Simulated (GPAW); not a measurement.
A run of GPAW 26.7.0:

File run.py:

```python
from ase.dft.bandgap import bandgap
from ase.io import read, write
from gpaw import GPAW, PW, setup_paths
from gpaw.response.df import DielectricFunction

setup_paths.insert(0, '.')

atoms = read('PbS.xyz')

calc = GPAW(mode=PW(400),
            xc='BLYP',
            kpts={'size': (6, 6, 6), 'gamma': True},
            occupations={'name': 'fermi-dirac', 'width': 0.05},
            nbands=19,
            convergence={'density': 1e-06},
            eigensolver={'name': 'davidson', 'niter': 2},
            maxiter=75,
            txt='gpaw.txt')
atoms.calc = calc
energy = atoms.get_potential_energy()
calc.write('gs.gpw')
write('result.traj', atoms)
print(f'Energy: {energy:.6f} eV')
print('Fermi level:', round(calc.get_fermi_level(), 4), 'eV')
print(f'Gap: {bandgap(calc)[0]:.4f} eV, direct: {bandgap(calc, direct=True)[0]:.4f} eV')

dense = calc.fixed_density(kpts={'size': (3, 3, 3), 'gamma': True},
                           nbands=32, convergence={'bands': 26, 'eigenstates': 1e-7},
                           update_fermi_level=True, txt='dense.txt')
dense.write('dense.gpw', mode='all')

df = DielectricFunction('dense.gpw', frequencies={'type': 'nonlinear', 'domega0': 0.02, 'omega2': 20},
                        eta=0.05, ecut=80, nbands=26, rate='eta', txt='df.txt')
for direction in ['x']:
    df.get_dielectric_function(xc='RPA', direction=direction, filename=f'df_{direction}.csv')
```

PbS.xyz

```xyz
2
Lattice="3.6536590000 0.0000000000 0.0000000000 0.0000000000 3.6536590000 0.0000000000 0.0000000000 0.0000000000 3.6536590000" Properties=species:S:1:pos:R:3 pbc="T T T"
Pb     0.0000000000      0.0000000000      0.0000000000
S      1.8268295000      1.8268295000      1.8268295000
```

Potentials or basis: PAW data sets generated in the run's folder for this functional, pw.

Command:

```sh
$ gpaw-setup -f BLYP Pb S
$ OMP_NUM_THREADS=1 python run.py
```

Hardware: 1 thread of Intel(R) Xeon(R) Platinum 8259CL CPU @ 2.50GHz (Skylake/Cascade Lake) (shared host).

Problem. How long does it take, and how much memory?

Solution. Run time: 31 s on 1 thread of Intel(R) Xeon(R) Platinum 8259CL CPU @ 2.50GHz (Skylake/Cascade Lake) (shared host), peak memory 0.59 GiB. Counts: scf iterations 23, plane waves 912, bands 19, k points 20.
